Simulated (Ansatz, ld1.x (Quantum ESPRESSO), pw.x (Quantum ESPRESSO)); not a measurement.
rhenium: one change to the ultrasoft potential, in the atom and in the fcc crystal

ld1.x (Quantum ESPRESSO) 7.5 input, shortened:

```
&input
   title='Re', zed=75., rel=1, dft='PBE', iswitch=3,
   config='[Xe] 4f14 5d5 6s2 6p0'
 /
 &inputp
   pseudotype=3, tm=.true., lloc=-2, rcloc=3.10,
   nlcc=.false.,
   which_augfun='PSQ', rmatch_augfun_nc=.true.
 /
6
6S  1  0   2.00   0.00  2.20  2.90  0.0
6S  1  0   0.00   0.05  2.20  2.90  0.0
6P  2  1   0.00   0.00  2.90  4.05  0.0
6P  2  1   0.00   1.10  2.90  4.05  0.0
5D  3  2   5.00   0.00  2.55  2.75  0.0
5D  3  2   0.00   0.50  2.55  2.75  0.0
 &test
   configts(1)='5d5 6s2 6p0'
 /
```

Change: waves 6s (bound): rcut 2.16, rcutus 2.30 bohr; 6s channel at 0.05 Ry: rcut 2.16, rcutus 2.30 bohr.

Cutoffs, loose and tight: the cutoffs (Ry, on a coarse ladder) from which the occupation-weighted sum of valence levels, in a spherical-Bessel basis at the reference potential, stays within 10 and 1 mRy of its value at 400 Ry. They do not see the model core or the augmentation charge, which bear on the density cutoff. Test errors are all-electron minus pseudo excitation energies from the reference, over the configurations 5d5 6s1 6p0; 5d5 6s0 6p0; 5d4 6s0 6p0; 5d3 6s0 6p0; 5d5 6s1 6p1; 5d5 6s0 6p2; 5d5 6s1.5 6p0; variants that change the core or the reference have their own tests.

Crystal test: fcc Re in pw.x 7.5, no spin, 14³ k-points, Fermi–Dirac smearing 0.01 Ry, cutoffs set for each file from its atomic test. The reference is all-electron LAPW (Ansatz 0.2.0) with the same functional, mesh and smearing; V0 and B0 come from Birch–Murnaghan fits to the pressures at five volumes. Errors are pseudo minus all-electron; Δ is the rms difference of the E(V) curves that follow from these fits, minima aligned, over ±6 % about the mean V0. Mesh and smearing are coarse, so the numbers serve the comparison and aren't converged zero-temperature values; the lattice is a test structure that the element need not adopt.

All-electron: a0 = 3.916 Å (V0 = 15.01 Å³/atom), B0 = 359.1 GPa.

**Question.** Does the change bring the crystal closer to the all-electron result?

**Answer.** The mean pressure error goes from +15.70 to +11.33 GPa, so the change moves the solid closer to the all-electron pressures. The B0 error goes the other way, from -13.4 to -16.0 %.

```tsv
quantity	base	changed
outcome (atom)	generated	generated
cutoff, loose (atom)	12 Ry	12 Ry
cutoff, tight (atom)	21 Ry	21 Ry
bound ghosts (atom)	none	none
largest test error (meV) (atom)	-1056 over the solved tests; 1 of 7 tests not solved or not reliable	-1230 over the solved tests; 1 of 7 tests not solved or not reliable
cutoffs in pw.x (Ry)	40/320	40/320
a0 (Å)	3.978	3.964
a0 error (%)	+1.58	+1.22
B0 error (%)	-13.4	-16.0
Δ (meV/atom)	51.8	39.1
mean pressure error (GPa)	+15.70	+11.33
```

Base: The largest radius (4.05 bohr) exceeds half the bond length (2.62 bohr), so the spheres overlap, which is one possible source of error among others. This is a poor potential for the solid. Atomic configuration tests: 1 of 7 tests not solved or not reliable. Changed file: The largest radius (4.05 bohr) exceeds half the bond length (2.62 bohr), so the spheres overlap, which is one possible source of error among others. This is a poor potential for the solid. Atomic configuration tests: 1 of 7 tests not solved or not reliable. The atomic cutoffs weigh occupied waves only.
